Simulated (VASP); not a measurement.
C: relaxation of the atoms with PBE+D3(BJ)

Crystal: C.

```
CELL_PARAMETERS angstrom
0.00000 1.77845 1.77845
1.77845 0.00000 1.77845
1.77845 1.77845 0.00000
ATOMIC_POSITIONS crystal
C 0.00000 0.00000 0.00000
C 0.25000 0.25000 0.25000
```

This isn't the form of C at room conditions, which is graphite.

- Program: VASP 6.6.1
- Task: relaxation of the atoms
- Functional: PBE
- Dispersion: D3(BJ)
- Potentials or basis: VASP PAW PBE potentials, release 64 (C)
- Cutoff: 600 eV
- k mesh: 14 × 14 × 14
- Occupations: gaussian, width 0.03 eV
- Spin: no spin polarisation
- Further INCAR settings: ALGO = Normal; EDIFF = 1e-07; IBRION = 2; EDIFFG = -0.01; NSW = 40

The pressure after relaxing is 0.0 GPa and the band gap on the k mesh is 4.15 eV, indirect (least direct gap 5.61 eV). The dispersion energy per atom is -0.193 eV.

Final structure:
```
CELL_PARAMETERS angstrom
0.00000 1.77845 1.77845
1.77845 0.00000 1.77845
1.77845 1.77845 0.00000
ATOMIC_POSITIONS crystal
C 0.00000 0.00000 0.00000
C 0.25000 0.25000 0.25000
```

Levels at points of the mesh, in eV from the valence-band top:
| k point | band 1 | band 2 | band 3 | band 4 | band 5 | band 6 | band 7 | band 8 |
| --- | --- | --- | --- | --- | --- | --- | --- | --- |
| (0.00, 0.00, 0.00) | -21.59 | 0.00 | 0.00 | 0.00 | 5.61 | 5.61 | 5.61 | 13.52 |
| (0.50, 0.00, 0.00) | -15.77 | -13.47 | -2.82 | -2.82 | 8.49 | 8.49 | 8.96 | 15.77 |
| (0.50, 0.50, 0.00) | -12.82 | -12.82 | -6.35 | -6.35 | 4.78 | 4.78 | 16.93 | 16.93 |

Wall time 4 s on 1 thread of Intel(R) Xeon(R) 6975P-C (Granite Rapids), on a shared host, peak memory 0.13 GiB.

Caveat: the relaxation stopped at its first step, so nothing moved. Expect the measured gap to be larger: semilocal functionals such as PBE lack the derivative discontinuity.
